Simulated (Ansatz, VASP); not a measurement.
# One calculation of SnO2 (Cassiterite), two programs

```
Sn O
1.0
     4.82742    0.00000    0.00000
     0.00000    4.82742    0.00000
     0.00000    0.00000    3.23807
Sn O
2 4
Direct
  0.00000 0.00000 0.00000
  0.50000 0.50000 0.50000
  0.30654 0.30654 0.00000
  0.19346 0.80654 0.50000
  0.69346 0.69346 0.00000
  0.80654 0.19346 0.50000
```

Alike in both runs: functional PBE; k mesh 6 × 6 × 8; occupations gaussian, width 0.02 eV; no spin polarisation.

Ansatz relaxed the structure, and its values are those at the end. VASP's run is a single point on that final structure, the one shown.

```csv
,VASP,Ansatz
version,VASP 6.6.1,Ansatz 0.2.0
potentials or method,"VASP PAW PBE potentials, release 64 (Sn_d, O)","scalar-relativistic, plane waves, PAW"
plane-wave cutoff (eV),520,420
valence electrons in the cell,52,52
```

```csv
,VASP,Ansatz,Ansatz less VASP
gap on the k mesh at the Fermi level (eV),0.67,0.68,+0.012
least direct gap on the mesh (eV),0.67,0.68,+0.012
pressure (GPa),0.6,0.0,-0.61
rms of the force components (eV/Å),0.006,0.002,-0.0035
```

Caveats: spin-orbit coupling is left out, which moves the levels of the heavy elements.
